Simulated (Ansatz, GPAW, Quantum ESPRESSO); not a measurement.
# One calculation of TiC, 4 ways

```xyz
2
Lattice="0.0000 2.1657 2.1657 2.1657 0.0000 2.1657 2.1657 2.1657 0.0000" Properties=species:S:1:pos:R:3 pbc="T T T"
Ti    0.0000    0.0000    0.0000
C     2.1657    2.1657    2.1657
```

The cell is a database's computed one, not the measured one.

Alike in all runs: task band structure; functional PBE; k mesh 11 × 11 × 11; occupations fermi-dirac, width 0.05 eV; no spin polarisation; no spin-orbit coupling. Pressure is positive in compression and, in plane waves, holds the error of the finite cutoff, which Ansatz's Pulay term estimates and takes out.

```csv
program and potentials,plane-wave cutoff (eV),notes,pressure (GPa)
"Ansatz, Ansatz PAW",420,Pulay term of +0.27 GPa included,0.28
"GPAW, GPAW PAW data sets (gpaw-data 1.2.1)",800,-,0.94
"Quantum ESPRESSO, PseudoDojo 0.4.1 SR PBE standard",1143,-,0.33
"Ansatz, all-electron LAPW, scalar-relativistic",-,-,0.26
```

The pressure spans 0.26 (Ansatz, all-electron LAPW, scalar-relativistic) to 0.94 GPa (GPAW, GPAW PAW data sets (gpaw-data 1.2.1)), with all-electron results at 0.26.

The functional is the same throughout but for its coding, so the spread measures potentials, basis and numerics; runs on potential files found faulty are left out.
